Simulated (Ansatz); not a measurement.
Runs of Ansatz 0.2.0 on Hf. It takes space group P6/mmm (No. 191, hexagonal). Conventional cell: a = 4.962 Å, b = 4.962 Å, c = 3.086 Å, α = 90.00°, β = 90.00°, γ = 120.00°. Hf (site symmetry 6/mmm) is surrounded by 14 Hf at 3.09 to 3.25 Å. Around Hf (site symmetry -6m2) lie 11 Hf at 2.87 to 3.25 Å. This isn't the form of Hf at room conditions, which is hcp.

| potentials or basis | cutoff (eV) | basis error allowed | pressure (GPa) |
| --- | --- | --- | --- |
| all-electron PAW datasets made for the crystal | 400 | - | -2.7 |
| all-electron LAPW, inner shells corrected to Dirac's equation | 247 | 0.002 eV/atom | -2.6 |
| all-electron LAPW, non-relativistic | 242 | 0.002 eV/atom | (a) |
| all-electron LAPW, scalar-relativistic | 247 | 0.002 eV/atom | -2.7 |

Alike in all rows: task band structure; level PBEsol; no spin polarisation; cell as given; k mesh 6 × 6 × 9; smearing fermi-dirac 0.05 eV.

Problem. Estimate the missing entries.

Solution. (a) 2.0.

Caveats: relativity is left out, which matters for the heavier elements (some runs).

The runs don't all hold the same shells in valence.
